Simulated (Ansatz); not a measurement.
**Point defect: P vacancy in AlP**

The calculation used DFT PBE, scalar-relativistic, plane waves, PAW (Ansatz 0.2.0). Settings: 420 eV cutoff, 2×2×2 k-mesh, shifted by half a step, Gaussian smearing of 0.01 eV, collinear spin in charge 0, +2 alone.

Host crystal, relaxed:

```
Al P
1.0
     0.00000    2.75367    2.75367
     2.75367    0.00000    2.75367
     2.75367    2.75367    0.00000
Al P
1 1
Direct
  0.00000 0.00000 0.00000
  0.75000 0.75000 0.75000
```

Supercell of 32 atoms, rows in host cell vectors: 1 -3 1; -3 1 1; 1 1 -3. Atoms relax at the host's cell, keeping the symmetry that the supercell leaves at the site. The cell is small, so energies carry finite-size errors of tenths of an eV. The host's Kohn–Sham gap is 1.63 eV. Atoms are taken from and returned to the elements' standard states. Charged cells are corrected for image charges with the computed static dielectric tensor (mean 10.4) and aligned with the host's potential at far atoms (alignment terms reach 1.28 eV; the program doubts the alignment in some charges, where it is up to 1.28 eV). No band-filling term is added, and the Fermi level counts from the host's valence band top.

Defect: P vacancy at (0.750, 0.750, 0.750) of the host cell.

**Question.** What is the formation energy of the neutral defect?

**Answer.** 4.39 eV.

**Question.** Does the neutral defect carry a moment, and how do its surroundings relax?

**Answer.** It changes the cell's moment by 0.50 μB (a fraction, from partly filled bands). The nearest neighbours before are 4 Al at 2.38 Å; after relaxation the atoms near the site are 4 Al at 2.22 Å; the largest move is 0.16 Å.

**Question.** Charges +3, +2, +1, 0, -1 were computed. Which is stable where in the gap?

**Answer.** Among the charges computed the stable one is +3 at the valence band top, changing to +1 at 0.01 eV, changing to 0 at 1.39 eV. In charge -1 the extra carrier would gain by moving to a band edge of the host, so it isn't bound in the gap, though by less than the errors named above. In charge 0, -1 the cell has partly filled bands: a level of the defect may be part filled, the carrier may sit in the host's bands, or levels may cross between the k points, so transitions that involve it are doubtful. Without the alignment that the program doubts, the level (+3/+2) would lie at -0.42 eV, outside the gap, so these runs don't decide whether the defect changes charge there. Without the alignment that the program doubts, the level (0/-1) would lie at 1.53 eV, inside the gap, so these runs don't decide whether the defect changes charge there. Levels between neighbouring charges: (+3/+2) 0.06 eV, (+2/+1) -0.04 eV, (+1/0) 1.39 eV, (0/-1) 1.79 eV.